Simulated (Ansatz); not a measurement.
Where the states of EuO lie

```xyz
2
Lattice="0.0000 2.5304 2.5304 2.5304 0.0000 2.5304 2.5304 2.5304 0.0000" Properties=species:S:1:pos:R:3 pbc="T T T"
Eu    0.0000    0.0000    0.0000
O     2.5304    2.5304    2.5304
```

The structure comes from a relaxation in the same program, started in the rocksalt type, and has space group Fm-3m. Whether it is a known phase or the ground state wasn't checked.

Semilocal functionals without a Hubbard term describe localised f shells poorly; where the shell is localised, the real material differs.

Other magnetic orders may lie lower; this is the state that the run reached.

No spin–orbit coupling, which matters for the heavy atoms here.

All numbers below come from DFT, PBE, all-electron LAPW, scalar-relativistic (Ansatz 0.2.0).

Sampling and basis: a Γ-centred 14×14×14 k mesh, Fermi–Dirac smearing of 0.05 eV, basis error target 1 meV/atom, spin-polarised from start moments Eu1 7 μB, ending with a cell moment of 6.95 μB.

States per eV and cell, averaged over 0.6 eV, from -6.4 to 1.2 eV, with energies (bin centres) from the Fermi level; empty bins are left out. The partial columns, the largest 4 alone, are projections on Löwdin-orthogonalised atomic shells (those that the program's projection atoms carry: the occupied ones and, for some elements, an empty d or f shell; other empty shells have no column), summed over atoms of an element and both spins. Weights on diffuse s and p shells depend on that basis and aren't pure angular character.

| E (eV) | spin-up | spin-down | Eu 4f | O 2p | Eu 5d | Eu 6s |
| --- | --- | --- | --- | --- | --- | --- |
| -6.2 | 0.11 | 0.00 | 0.00 | 0.07 | 0.04 | 0.01 |
| -5.6 | 0.82 | 0.55 | 0.02 | 0.92 | 0.29 | 0.10 |
| -5.0 | 1.50 | 1.55 | 0.04 | 2.35 | 0.52 | 0.09 |
| -4.4 | 2.39 | 1.92 | 0.11 | 3.53 | 0.50 | 0.02 |
| -3.8 | 0.16 | 0.97 | 0.03 | 0.99 | 0.07 | 0.00 |
| -1.4 | 0.07 | 0.00 | 0.01 | 0.00 | 0.06 | 0.00 |
| -0.8 | 3.47 | 0.00 | 3.16 | 0.01 | 0.29 | 0.00 |
| -0.2 | 8.19 | 0.05 | 8.00 | 0.09 | 0.13 | 0.00 |
| 0.4 | 0.30 | 0.16 | 0.14 | 0.04 | 0.27 | 0.01 |
| 1.0 | 0.40 | 0.26 | 0.09 | 0.06 | 0.46 | 0.03 |

Question: Which of the resolved shells contributes most within 0.3 eV of the Fermi level?

Answer: Eu 4f, with 90 % of all states there; Eu 5d follows with 6 %.

Question: Where is the centre of the filled Eu 4f states between -14 eV and the top of the filled states?

Answer: -0.49 eV from the Fermi level.
